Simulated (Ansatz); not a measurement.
# NaI (P6_3/mmc, relaxed from the wurtzite prototype): optical response by level

Aim: the dielectric function of NaI (P6_3/mmc, relaxed from the wurtzite prototype) in the independent-particle picture, and how it depends on the functional and on the gap. The runs, in order: HSE06 for the gap; optics with PBE on 6×6×4; optics with r2SCAN on 6×6×4; optics with LDA on 6×6×4; optics with PBE and scissors to the HSE06 gap on 6×6×4.

Method: plane waves, PAW; no local fields, no excitons, in Ansatz 0.2.0.

3 further runs of the same task are left out: 3 that didn't finish.

## (1) Starting point

The structure is hexagonal, space group P6_3/mmc (No. 194). The conventional cell has a = 5.416 Å, b = 5.416 Å, c = 6.459 Å, α = 90.00°, β = 90.00°, γ = 120.00°. Na (site symmetry -6m2) is surrounded by 5 I at 3.13 to 3.23 Å. Around I (site symmetry -6m2) lie 5 Na at 3.13 to 3.23 Å.

Structure file:

```cif
data_structure
_symmetry_space_group_name_H-M 'P6_3/mmc'
_symmetry_Int_Tables_number 194
_cell_length_a 5.4165
_cell_length_b 5.4165
_cell_length_c 6.4592
_cell_angle_alpha 90.000
_cell_angle_beta 90.000
_cell_angle_gamma 120.000
_cell_volume 164.11
loop_
_atom_site_label
_atom_site_type_symbol
_atom_site_symmetry_multiplicity
_atom_site_Wyckoff_symbol
_atom_site_fract_x
_atom_site_fract_y
_atom_site_fract_z
_atom_site_occupancy
Na1 Na 2 d 0.33333 0.66667 0.75000 1
I1 I 2 c 0.33333 0.66667 0.25000 1
```

Cell and atoms come from an earlier r2SCAN relaxation. No run includes spin-orbit coupling, which matters for I.

## (2) The gap to aim at

File input.yaml:

```yaml
crystal:
  lattice:
    - [5.4164807906, 0.0, 0.0]
    - [-2.7082403953, 4.6908099638, 0.0]
    - [0.0, 0.0, 6.4591768406]
  atoms:
    - { symbol: Na, position: [0.3333333333, 0.6666666667, -0.0625512453] }
    - { symbol: Na, position: [0.6666666667, 0.3333333333, 0.4374487547] }
    - { symbol: I, position: [0.3333333333, 0.6666666667, 0.4375512453] }
    - { symbol: I, position: [0.6666666667, 0.3333333333, 0.9375512453] }
kpoints:
  mp_grid: { grid: [6, 6, 2] }
  band_path:
    path:
      - [0.0, 0.0, 0.0]
      - [0.5, 0.0, 0.0]
      - [0.3333333333, 0.3333333333, 0.0]
      - [0.0, 0.0, 0.5]
      - [0.5, 0.0, 0.5]
      - [0.3333333333, 0.3333333333, 0.5]
    npoints: 1
hamiltonian:
  xc: hse06
scf:
  occupations: { method: fixed }
  n_extra_bands: 5
output:
  forces: true
  stress: true
  eigenvalues: true
```

Started as:

```bash
> ansatz run input.yaml --threads 4 --pin off --max-ram 3686MiB --backend cpu --events-out ev --progress --plain --runs-dir out
```

Further steps of the session: Optics, PBE; Optics, r2SCAN; Optics, LDA; Optics, PBE with a scissors shift.

Q: Predict the results of all the runs planned. Wanted: ε∞, PBE; ε∞, r2SCAN; ε∞, LDA; tallest peak of ε₂, PBE; tallest peak of ε₂, r2SCAN; tallest peak of ε₂, LDA; HSE06 direct gap.

The runs gave:

| quantity | value |
| --- | --- |
| ε∞, PBE | 3.15 (xx, yy), 3.30 (zz) |
| ε∞, r2SCAN | 2.91 (xx, yy), 3.01 (zz) |
| ε∞, LDA | 3.28 (xx, yy), 3.45 (zz) |
| ε∞, PBE + 0.97 eV scissors | 2.90 (xx, yy), 3.03 (zz) |
| tallest peak of ε₂, PBE | 6.1 at 7.50 eV |
| tallest peak of ε₂, r2SCAN | 6.1 at 7.95 eV |
| tallest peak of ε₂, LDA | 6.0 at 7.40 eV |
| tallest peak of ε₂, PBE + 0.97 eV scissors | 6.1 at 8.50 eV |
| HSE06 direct gap | 4.54 eV |

**Reading.** PBE + 0.97 eV scissors has the widest direct gap (4.54 eV) and LDA the narrowest (3.24 eV); ε∞ is 2.94 and 3.34 (mean of the axes). The response is anisotropic: with PBE ε∞ is 3.15 (xx, yy), 3.30 (zz). Local fields and excitons are left out: both change ε∞, and without excitons the onset lacks its lines.
